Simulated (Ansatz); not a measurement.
# KCl: energy and pressure over a range of volumes

An exercise on one series of results from a longer session: the logs are not shown, and one member is left open.

Program: Ansatz 0.2.0. Level of theory: DFT PBE, scalar-relativistic. These are calculated values, not measurements.

**The structure to begin with**

The structure is cubic, space group Fm-3m (No. 225). The conventional cell has a = 6.312 Å, b = 6.312 Å, c = 6.312 Å, α = 90.00°, β = 90.00°, γ = 90.00°. Around K (site symmetry m-3m) lie 6 Cl at 3.16 Å. Cl (site symmetry m-3m) has 6 K at 3.16 Å as nearest neighbours.

Coordinates:

```
CELL_PARAMETERS angstrom
0.00000 3.15610 3.15610
3.15610 0.00000 3.15610
3.15610 3.15610 0.00000
ATOMIC_POSITIONS crystal
K 0.00000 0.00000 0.00000
Cl 0.50000 0.50000 0.50000
```

Atoms are numbered in the order of the input: K1, Cl2.

The first run:

Contents of input.yaml:

```yaml
crystal:
  lattice:
    - [0.0, 3.0916717177, 3.0916717177]
    - [3.0916717177, 0.0, 3.0916717177]
    - [3.0916717177, 3.0916717177, 0.0]
  atoms:
    - { symbol: K, position: [0.0, 0.0, 0.0] }
    - { symbol: Cl, position: [0.5, 0.5, 0.5] }
kpoints:
  mp_grid: { grid: [7, 7, 7] }
  band_path:
    path:
      - [0.0, 0.0, 0.0]
      - [0.5, 0.0, 0.5]
      - [0.625, 0.25, 0.625]
      - [0.375, 0.375, 0.75]
      - [0.0, 0.0, 0.0]
      - [0.5, 0.5, 0.5]
      - [0.5, 0.25, 0.75]
      - [0.5, 0.0, 0.5]
    npoints: 5
scf:
  occupations: { method: fermi_dirac, width: 0.03 }
hamiltonian:
  xc: pbe
  pseudopotentials: { kind: all_electron, lapw: { basis_error: 0.001 } }
output:
  forces: true
  stress: true
  eigenvalues: true
```

Command:

```sh
> ansatz run input.yaml --threads 1 --pin off --max-ram 3072MiB --backend cpu --events-out ev --progress --plain --runs-dir out
```

Steps of the session up to this table: Volume × 0.94, LAPW; Volume × 0.94, PAW; Volume × 0.94, crystal datasets; Volume × 0.96, LAPW; Volume × 0.98, LAPW; Volume × 0.98, crystal datasets; Volume × 0.99, LAPW; Volume × 0.99, PAW; Volume × 0.99, crystal datasets; Volume × 1.01, LAPW; Volume × 1.01, PAW; Volume × 1.01, crystal datasets; Volume × 1.02, LAPW; Volume × 1.02, crystal datasets; Volume × 1.04, LAPW; Volume × 1.06, LAPW; Volume × 1.06, PAW; Volume × 1.06, crystal datasets.

One of the session's tables, all rows but one given; the rest of the session is left out.

```
          method  volume (Å³/atom)  pressure (GPa)  gap on the k mesh (eV)
            LAPW            29.552            1.93                    5.38
            LAPW            30.180            1.43                    5.30
            LAPW            30.809            0.98                    5.23
            LAPW            31.123            0.77                    5.19
            LAPW            31.752            0.39                    5.12
            LAPW            32.067            0.22                    5.09
            LAPW            32.695               ?                       ?
            LAPW            33.324           -0.39                    4.96
             PAW            29.552            1.93                    5.38
             PAW            31.123            0.77                    5.19
             PAW            31.752            0.39                    5.12
             PAW            33.324           -0.39                    4.96
crystal datasets            29.552            1.93                    5.38
crystal datasets            30.809            0.98                    5.23
crystal datasets            31.123            0.77                    5.19
crystal datasets            31.752            0.39                    5.12
crystal datasets            32.067            0.22                    5.09
crystal datasets            33.324           -0.39                    4.96
```

**Question.** Estimate the row for LAPW, 32.695.

**Answer.** pressure (GPa): -0.10; gap on the k mesh (eV): 5.03. In the column «pressure (GPa)» it lies between crystal datasets, 33.324 (-0.39) and LAPW, 32.067 (0.22).

Limits of these values: Warnings in the runs' records: crystal datasets made.
